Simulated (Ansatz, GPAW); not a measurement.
# Ballistic transport through a Rh chain with two B atoms in line, from relaxation to T(E), part 2 of 4

How well does a Rh chain with two B atoms in line conduct once its atoms have relaxed, and how much do cheaper levels lose?

GPAW 26.7.0 and Ansatz 0.2.0; Ansatz plane waves; relaxation of the junction with the lead ends held (the session's first sound run).

So far. Step 2 (Relaxing the atoms): The relaxation lowered the energy of the cell by 1.20 eV.

### 3. Plane waves, PBE

Plane waves give the reference curve, free of the bias of atom-centred orbitals.

This step: Ansatz plane waves; Landauer transmission by layers, zero bias (Ansatz 0.2.0).

input.yaml

```yaml
crystal:
  lattice:
    - [9.0, 0.0, 0.0]
    - [0.0, 9.0, 0.0]
    - [0.0, 0.0, 39.8568]
  atoms:
    - { symbol: Rh, position: [0.5, 0.5, 0.0288532948] }
    - { symbol: Rh, position: [0.5, 0.5, 0.0865598844] }
    - { symbol: Rh, position: [0.5, 0.5, 0.144266474] }
    - { symbol: Rh, position: [0.5, 0.5, 0.2019730636] }
    - { symbol: Rh, position: [0.5, 0.5, 0.2596796532] }
    - { symbol: Rh, position: [0.5, 0.5, 0.3173862427] }
    - { symbol: Rh, position: [0.4892222351, 0.4698210011, 0.3745684799] }
    - { symbol: Rh, position: [0.529079964, 0.5806587341, 0.435985089] }
    - { symbol: B, position: [0.5044029399, 0.5127138707, 0.478383331] }
    - { symbol: B, position: [0.4954054364, 0.487530543, 0.5222435067] }
    - { symbol: Rh, position: [0.4708698052, 0.4187505668, 0.5646026436] }
    - { symbol: Rh, position: [0.5118849709, 0.5309948305, 0.6254512427] }
    - { symbol: Rh, position: [0.5, 0.5, 0.6826137573] }
    - { symbol: Rh, position: [0.5, 0.5, 0.7403203468] }
    - { symbol: Rh, position: [0.5, 0.5, 0.7980269364] }
    - { symbol: Rh, position: [0.5, 0.5, 0.855733526] }
    - { symbol: Rh, position: [0.5, 0.5, 0.9134401156] }
    - { symbol: Rh, position: [0.5, 0.5, 0.9711467052] }
kpoints:
  mp_grid: { grid: [1, 1, 2] }
hamiltonian:
  xc: pbe
scf:
  occupations: { method: fermi_dirac, width: 0.1 }
output:
  transmission:
    leads: [[0, 1]]
    e_range: [-2, 2]
    de: 0.025
    kmesh: [1, 1]
    reduced_basis: true
  write_potential: true
  write_density: true
  volumetric_format: npy
  elf: true
```

On the command line:

```
$ ansatz run input.yaml --threads 4 --pin off --max-ram 8192MiB --backend cpu --events-out ev --progress --plain --runs-dir out
```

Numbers of over 12 decimals in the logs are rounded to 6 here.

Output:

```text
[...]
Crystal: 18 atoms, lattice volume = 3228.401 Å³
Basis set: ecut = 420 eV, 63001 PW (Γ)
Bands: 167, of which v1, the nominal top of the filled ones, is band 139 counted from 1 (138 counted from 0)
Symmetry: 1 space group operations
[...]
k-points: 2
[...]
SCF iter   1: F=—  HF=-102706.364010 eV  |F-HF|=—  |Δ(HF+E_count)|=         —  Δρ=3.45e-2  dr2=3.08e2  ethr=1.77e-3  ⟨swp⟩=7.5  Hψ=1293  notcnv=0
[...]
SCF iter  14: F=-102703.427735 eV  HF=-102703.427735 eV  |F-HF|=2.42e-8  |Δ(HF+E_count)|=   2.82e-7  Δρ=1.25e-6  dr2=8.19e-8  ethr=3.60e-11  ⟨swp⟩=12.5  Hψ=938  notcnv=0
SCF 1 converged in 14 iterations: F = -102703.427735 eV  dr2 = 8.19e-8
[...]
transmission: 50 of 300 steps passed
transmission: 100 of 300 steps passed
[...]
transmission: 300 of 300 steps passed
WARN: The output density's exchange-correlation potential varies sharply where the density is thin. Do not read a vacuum level from v_tot or v_xc, or from such a field of the output density. On a cell that repeats whose density bears no net charge and no dipole along the vacuum's axis use v_es (v_loc + v_h of the components); under efield.dipole_correction with no amplitude use v_es + v_field, which holds any externa [...]
SCF converged after 14 iterations
Free energy (F): -102703.427735 eV
[...]
Internal energy: -102701.863579 eV  (E = F + TS)
E sigma→0 (E₀):  -102702.645657 eV
Entropy (-TS):   -1.564155 eV (-86.898 meV/atom)
Fermi energy:    -3.262196 eV
[...]
--- Band table (eV) ---
  k-point 0: bands = [... 135 lower, -3.4050, -3.3910, -3.3664, -3.3661, -3.2865, -3.2388, -3.1921, -3.1336, ... 24 higher]
  k-point 1: bands = [... 135 lower, -3.4139, -3.4011, -3.3658, -3.3654, -3.3646, -3.2330, -3.2126, -3.0537, ... 24 higher]
--- Transmission ---
  basis      : 717 plane waves across, 50 finite elements along
  points     : 1, standing for a mesh of 1 x 1
  filling    : by the input's occupations and mesh, since the crystals that have channels conduct as metals do. If one of these is a semiconductor, that mesh has misplaced its level
  energies   : 161 from -2.000000 to 2.000000 eV about the Fermi level, 0.025000 eV apart; the leads are filled to 0.000000 eV, and channels, transmission and decay are at 0.000000 eV
  crystal 0  : Rh1, at the sites [0, 1], period 2.3000 Å, over 27.60 Å; its Hamiltonian steps by up to 13.4 meV
    offset         : up to 0.0000 Å between an atom of the period and one for which it stands
    filled         : 67.2 meV over the level at which it is neutral
    channels       : 4.000000e0 a spin
    conductance    : 3.8920e14 S/m² at 300 K; may be off by some 0.0 % by where its bands' edges are placed, 14.3 % from the distance to neutral
  junction   : crystal 0 to crystal 0, 0.70 to 38.25 Å
    transmission   : 9.993972e-1 a spin
    error estimate : 2.041633e-4 a spin from the reduction of the transverse basis, at the most 2.761884e-3 at -0.175000 eV
    conductance    : 9.5462e13 S/m² at 300 K (9.5450e13 on every other energy)
    error estimate : 0.0 % from the energy spacing and 0.0 % from band edges of the leads and from resonances (wavevectors taken as independent; lower de), 0.0 % from the reduction of the transverse basis, 0.4 % from the steps of its leads' Hamiltonians or their offsets (lay more layers), 1.1 % from the distance to neutral
    resistance     : 7.9060e-3 Ω µm² beyond half of each lead's own
```

The job ended after 2 min (4 threads of Intel Xeon 6975P-C (Granite Rapids), shared host; peak memory 4.9 GiB; 5.6 min of CPU time).

This step gave:

| Item | Value |
| --- | --- |
| free energy | -102703.4277 eV |
| lead level | 0 eV from the Fermi level |
| transmission at the Fermi level (one spin) | 0.9994 |
| open channels of the lead at the Fermi level (one spin) | 4 |
| step of the potential along the lead | 13.4 meV |
| offset of the lead | 0 Å |
| filling of the lead less its bulk value, in size | 67.2 meV |
| conductance | 0.9980 G₀ |

One spin. The transmission, zone mean by energy, zero at the Fermi level:

energy (eV), transmission, zone mean and a bar:
```
   -2.000       0.94 ####################
   -1.900       1.40 ##############################
   -1.800       0.58 ###########
   -1.600       0.27 ####
   -1.400       0.21 ###
   -1.200       0.23 ###
   -1.000       0.22 ###
   -0.800       0.23 ####
   -0.600       0.30 #####
   -0.400       1.04 ######################
   -0.325       1.09 #######################
   -0.200       1.08 #######################
    0.000       1.00 #####################
    0.200       0.96 ####################
    0.400       0.92 ###################
    0.600       0.91 ###################
    0.800       0.93 ###################
    1.000       1.02 #####################
    1.075       1.05 ######################
    1.200       0.08 
    1.400       0.14 #
    1.600       0.20 ###
    1.800       0.22 ###
    2.000       0.24 ####
```

One spin. Table of open channels, zone mean by energy, zero at the Fermi level:

energy (eV), open channels, zone mean and a bar from the least value:
```
   -2.000       3.00 ############
   -1.900       3.00 ############
   -1.800       3.00 ############
   -1.700       3.00 ############
   -1.600       3.00 ############
   -1.500       3.00 ############
   -1.400       3.00 ############
   -1.300       3.00 ############
   -1.200       5.00 ########################
   -1.100       5.00 ########################
   -1.000       5.00 ########################
   -0.900       5.00 ########################
   -0.800       6.00 ##############################
   -0.700       6.00 ##############################
   -0.600       6.00 ##############################
   -0.500       6.00 ##############################
   -0.400       6.00 ##############################
   -0.300       6.00 ##############################
   -0.200       6.00 ##############################
   -0.100       6.00 ##############################
    0.000       4.00 ##################
    0.100       4.00 ##################
    0.200       4.00 ##################
    0.300       4.00 ##################
    0.400       4.00 ##################
    0.500       4.00 ##################
    0.600       4.00 ##################
    0.700       4.00 ##################
    0.800       4.00 ##################
    0.900       4.00 ##################
    1.000       3.00 ############
    1.100       3.00 ############
    1.200       1.00 
    1.300       1.00 
    1.400       1.00 
    1.500       1.00 
    1.600       1.00 
    1.700       1.00 
    1.800       1.00 
    1.900       1.00 
    2.000       1.00
```

Crystal 0, spin -, k parallel (0, 0); distinct values, listed up to 1.5 1/Å. The Im kz of the slowest decaying states by energy, zero at the Fermi level:

```csv
energy (eV),decay 1 (Å⁻¹),decay 2 (Å⁻¹),decay 3 (Å⁻¹),decay 4 (Å⁻¹)
-2.000,0.595,0.688,0.688,1.31
-1.800,0.539,0.599,0.599,1.29
-1.600,0.477,0.487,0.488,1.27
-1.400,0.327,0.328,0.404,1.25
-1.200,0.316,1.23,1.23,1.27
-1.000,0.190,1.21,1.25,1.36
-0.800,1.19,1.19,1.23,1.34
-0.600,1.17,1.21,1.32,1.45
-0.400,1.14,1.19,1.30,1.43
-0.200,1.12,1.16,1.28,1.42
0.000,0.221,0.221,1.10,1.14
0.200,0.391,0.391,1.08,1.12
0.400,0.494,0.495,1.05,1.09
0.600,0.572,1.03,1.07,1.19
0.800,0.633,0.633,1.00,1.00
1.000,0.0441,0.685,0.685,0.980
1.200,0.0314,0.0336,0.180,0.729
1.400,0.112,0.112,0.249,0.767
1.600,0.147,0.148,0.301,0.800
1.800,0.169,0.169,0.344,0.830
2.000,0.180,0.181,0.380,0.856
```

Crystal 0, spin -, k parallel (0, 0). Table of Re kz of states that move upwards by energy, zero at the Fermi level:

```csv
energy (eV),channel 1 (Å⁻¹),channel 2 (Å⁻¹),channel 3 (Å⁻¹),channel 4 (Å⁻¹),channel 5 (Å⁻¹),channel 6 (Å⁻¹)
-2.0000,-0.721,-0.720,0.678,-,-,-
-1.7500,-0.669,-0.668,0.709,-,-,-
-1.5000,-0.619,-0.618,0.740,-,-,-
-1.2500,-0.570,-0.570,0.773,-,-,-
-1.0000,-0.523,-0.523,0.434,0.435,0.807,-
-0.7500,-0.477,-0.476,0.208,0.642,0.642,0.843
-0.5000,-0.430,-0.430,0.349,0.831,0.831,0.881
-0.2500,-0.384,-0.384,0.446,0.923,1.05,1.05
0.0000,-0.337,-0.337,0.524,0.970,-,-
0.2500,-0.289,-0.288,0.589,1.02,-,-
0.5000,-0.237,-0.237,0.646,1.09,-,-
0.7500,-0.181,-0.181,0.695,1.17,-,-
1.0000,-0.113,-0.112,0.739,-,-,-
1.2500,0.779,-,-,-,-,-
1.5000,0.815,-,-,-,-,-
1.7500,0.849,-,-,-,-,-
2.0000,0.880,-,-,-,-,-
```

The electrostatic potential energy of an electron (with the applied field's), less the Fermi level, planar mean oscillates, so the rows of the table below give means over windows of 2.21 Å about each position, cut where the curve ends. Its first 14 maxima inside the range that stand out by 2 % of the span (Å: eV): 2.4: 4.88, 4.6: 4.88, 6.9: 4.88, 9.2: 4.86, 11.5: 4.86, 13.7: 4.77, 16.1: 4.62, 18.3: 4.49, 19.9: 4.62, 21.6: 4.50, 23.8: 4.61, 26.1: 4.76, 28.3: 4.86, 30.7: 4.86. Its first 14 minima: 1.2: 2.93, 3.4: 2.93, 5.8: 2.92, 8.1: 2.92, 10.3: 2.91, 12.7: 2.86, 14.9: 2.73, 17.4: 2.71, 19.0: 3.81, 20.8: 3.80, 22.6: 2.71, 24.9: 2.73, 27.2: 2.86, 29.5: 2.90.

The electrostatic potential energy of an electron (with the applied field's), less the Fermi level, planar mean by z; means over each step:

z (Å), electrostatic potential energy of an electron (with the applied field's), less the Fermi level, planar mean (eV) and a bar from the least value:
```
     1.10       3.91 ############
     3.31       3.90 ###########
     5.53       3.90 ###########
     7.73       3.90 ###########
     9.95       3.90 ###########
    12.16       3.88 #########
    14.37       3.78 ###
    16.57       3.79 ###
    18.79       4.09 #########################
    21.00       4.16 ##############################
    23.21       3.75 
    25.41       3.77 #
    27.62       3.86 #########
    29.84       3.89 ###########
    32.04       3.90 ###########
    34.25       3.90 ###########
    36.46       3.90 ###########
    38.67       3.87 #########
```

The valence density, planar mean oscillates, so the rows of the table below give means over windows of 2.36 Å about each position, cut where the curve ends. Its first 14 maxima inside the range that stand out by 2 % of the span (Å: e/Å³): 1.2: 0.202, 3.4: 0.200, 5.8: 0.202, 8.1: 0.198, 10.3: 0.203, 12.7: 0.201, 14.9: 0.201, 17.4: 0.199, 22.4: 0.198, 24.9: 0.201, 27.2: 0.201, 29.5: 0.203, 31.7: 0.198, 34.1: 0.202. Its first 14 minima: 2.4: 0.0222, 4.6: 0.0219, 6.9: 0.0220, 9.2: 0.0220, 11.5: 0.0222, 13.7: 0.0230, 16.1: 0.0159, 19.9: 0.0194, 23.8: 0.0163, 26.1: 0.0230, 28.3: 0.0222, 30.7: 0.0220, 32.9: 0.0220, 35.3: 0.0219.

Table of valence density, planar mean by z; means over each step:

```csv
z (Å),"valence density, planar mean (e/Å³)"
1.18,0.0895
3.54,0.0895
5.90,0.0896
8.26,0.0896
10.62,0.0898
12.98,0.0901
15.34,0.0875
17.70,0.0922
20.06,0.0216
22.42,0.0916
24.78,0.0887
27.14,0.0896
29.50,0.0895
31.86,0.0895
34.22,0.0896
36.58,0.0896
38.94,0.103
```

ELF in the cb plane at fractional x = 0.489, with atoms of Rh and B within 0.2 Å of it. It is the smooth field of the valence electrons, not physical close to the nuclei.

Ten even steps from '0' (0.00) to '9' (0.96), each cell a mean:
```
00000000000000000000000000000000000000000000
00000000000000000000000000000000000000000000
00000000000000000000000000000000000000000000
00000000000000000000000000000000000000000000
00000000000000000000000000000000000000000000
00011110000000000001110000000000000000000110
11111111111111100011211111000001100000011111
11122111112211110123422233211123211100111221
22222222222222221146653465444455422211123322
44222244322222321257764676777667632221246652
76422577532345532257755733898468522232367763
87633678742477742235546612997137444432367763
77533577632578752232237735996046467632256643
65322356422477741222247766886475578741233322
33222233222355421122246655665664577741122222
22122211122222211111124432224542356420122222
11111111111111110000011110011221123210011111
11111111111111100000000000000111111100001111
00000000000000000000000000000000011000000000
00000000000000000000000000000000000000000000
00000000000000000000000000000000000000000000
00000000000000000000000000000000000000000000
00000000000000000000000000000000000000000000
00000000000000000000000000000000000000000000
```
Columns run along c (16.0 Å, from fractional 0.26 to 0.66 of the cell), rows up along b (9.0 Å). Atoms in or near the plane, at fractional coordinates: Rh at (0.26, 0.50), Rh at (0.32, 0.50), Rh at (0.37, 0.47), B at (0.48, 0.51), B at (0.52, 0.49), Rh at (0.56, 0.42).

Electrostatic potential energy in the cb plane at fractional x = 0.489, with atoms of Rh and B within 0.2 Å of it. With pseudopotentials it is smooth inside the atoms' cores, unlike the true potential.

Ten even steps from '0' (-74 eV) to '9' (2 eV), each cell a mean:
```
99999999999999999999999999999999999999999999
99999999999999999999999999999999999999999999
99999999999999999999999999999999999999999999
99999999999999999999999999999999999999999999
99999999999999999999999999999999999999999999
99999999999999999999999999999999999999999999
99999999999999999999999999999999999999999999
99999999999999999987789999999999999999999999
99999999999999999852248999999999999999987789
56899866789988999830017878899899999999852258
01488410378754589840027633787568999999710016
00277100058400158874468411684137865789720016
00377200167300048998898634784126510268852258
33688633588400158999999888887567300058987789
88999988899854689999999999999888400158999999
99999999999998999999999999999999743589999999
99999999999999999999999999999999988899999999
99999999999999999999999999999999999999999999
99999999999999999999999999999999999999999999
99999999999999999999999999999999999999999999
99999999999999999999999999999999999999999999
99999999999999999999999999999999999999999999
99999999999999999999999999999999999999999999
99999999999999999999999999999999999999999999
```
Columns run along c (16.0 Å, from fractional 0.26 to 0.66 of the cell; values clipped at the 3rd and 97th percentile), rows up along b (9.0 Å). Atoms in or near the plane, at fractional coordinates: Rh at (0.26, 0.50), Rh at (0.32, 0.50), Rh at (0.37, 0.47), B at (0.48, 0.51), B at (0.52, 0.49), Rh at (0.56, 0.42).

Valence density in the cb plane at fractional x = 0.489, with atoms of Rh and B within 0.2 Å of it. It is the smooth field of the valence electrons, not physical close to the nuclei.

Ten steps, logarithmic in the rise over the least value, from '0' (0 e/Å³) to '9' (13 e/Å³), each cell a mean:
```
00000000000000000000000000000000000000000000
00000000000000000000000000000000000000000000
00000000000000000000000000000000000000000000
00000000000000000000000000000000000000000000
00000000000000000000000000000000000000000000
00000000000000000000000000000000000000000000
00000000000000000011110000000000000000000000
00000000000000000124432100000000000000011110
22111122111111111257763221100000000000134432
55322355421223222368975332222111111111367763
88633688743466532368875433333333222212479974
99744799854689853246654433444334455432479974
99744799754799963223333333333344688753367763
76533577533689852111112222223344799862234432
33211233222356531000000111111234689852111111
11100111111122210000000000000112467531000000
00000000000000000000000000000001123210000000
00000000000000000000000000000000011000000000
00000000000000000000000000000000000000000000
00000000000000000000000000000000000000000000
00000000000000000000000000000000000000000000
00000000000000000000000000000000000000000000
00000000000000000000000000000000000000000000
00000000000000000000000000000000000000000000
```
Columns run along c (16.0 Å, from fractional 0.26 to 0.66 of the cell), rows up along b (9.0 Å). Atoms in or near the plane, at fractional coordinates: Rh at (0.26, 0.50), Rh at (0.32, 0.50), Rh at (0.37, 0.47), B at (0.48, 0.51), B at (0.52, 0.49), Rh at (0.56, 0.42).

T at the Fermi level is 0.999 of 4 open channels a spin.

(Part 2 of 4 ends here.)

[Logs are printed without paths, hosts, clocks, repeated set-up lines and the standing remarks that a program may print on its own settings, such as how far it seeks lower states.]

[Hosts, paths, dates, database ids (printed as entryN), source tags and the programs' standing remarks are cut or masked in the printed files.]
